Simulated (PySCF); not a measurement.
Molecule: Ethoxy ethane, C$_{4}$H$_{10}$O.

Atoms are numbered as in `[CH3:1][CH2:2][O:3][CH2:4][CH3:5]`; H(Xn) means a hydrogen on atom n.

Geometry PBE0-D3(BJ)/def2-SVP throughout; GIAO in PySCF 2.14.0 with density-fitted response routines, gas phase, one conformer, non-relativistic; equivalent atoms averaged; basis pcSseg-1.

For orientation, OPBE gives these shifts δ (against TMS, H2O at the same level): C2/C4 67.8, C1/C5 17.5, O3 64.8, H(C2)/H(C4) 3.34, H(C1)/H(C5) 1.20 ppm.

A run gave: C2/C4 68.9, C1/C5 18.1, O3 71.3, H(C2)/H(C4) 3.34, H(C1)/H(C5) 1.22 ppm (shifts δ (against TMS, H2O at the same level)).

Problem. Which functional was used in that run?
A. KT3
B. CAM-B3LYP
C. BLYP
D. wB97X-D
E. LDA

Solution. A. O3 tells them apart best: KT3 gives 71.3, LDA gives 79.0, wB97X-D gives 50.6, BLYP gives 82.7, CAM-B3LYP gives 60.2 ppm.
